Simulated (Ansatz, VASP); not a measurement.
## Na: VASP beside Ansatz

File INCAR:

```
  ALGO = Fast
  EDIFF = 1E-6
  ENCUT = 520
  ISIF = 2
  ISMEAR = 0
  LASPH = T
  LCHARG = T
  LELF = T
  LREAL = F
  LVHAR = T
  LWAVE = F
  NBANDS = 10
  NELM = 80
  PREC = Accurate
  SIGMA = 0.15
```

File KPOINTS:

```
k-points
0
Gamma
  16 16 16
```

Contents of POSCAR:

```
Na
1.0
   -2.1175000000      2.0963250000      2.1175000000
    2.1175000000     -2.0963250000      2.1175000000
    2.1175000000      2.0963250000     -2.1175000000
Na
1
Direct
    0.0000000000      0.0000000000      0.0000000000
```

Input for Ansatz:

```yaml
crystal:
  lattice:
    - [-2.1175, 2.096325, 2.1175]
    - [2.1175, -2.096325, 2.1175]
    - [2.1175, 2.096325, -2.1175]
  atoms:
    - { symbol: Na, position: [0.0, 0.0, 0.0] }
basis:
  ecutwfc: 420
kpoints:
  mp_grid: { grid: [16, 16, 16] }
hamiltonian:
  xc: lda
scf:
  occupations: { method: gaussian, width: 0.15 }
output:
  forces: true
  stress: true
  eigenvalues: true
```

Change from the starting cell: strain -0.0100 x Voigt [0, 1, 0, 0, 0, 0], atoms carried along.

Alike in both runs: task single point; functional LDA; k mesh 16 × 16 × 16; occupations gaussian, width 0.15 eV; no spin polarisation.

|  | VASP | Ansatz |
| --- | --- | --- |
| version | VASP 6.6.1 | Ansatz 0.2.0 |
| potentials or method | VASP PAW LDA potentials, release 64 (Na_pv) | scalar-relativistic, plane waves, PAW |
| plane-wave cutoff (eV) | 520 | 420 |
| valence electrons in the cell | 7 | 9 |

|  | VASP | Ansatz | Ansatz less VASP |
| --- | --- | --- | --- |
| gap on the k mesh at the Fermi level (eV) | none | none | - |
| pressure (GPa) | -1.1 | -0.9 | +0.17 |

A gap of «none» marks a metal or a gap that the smearing closes. The two sets of potentials don't hold the same shells in valence.
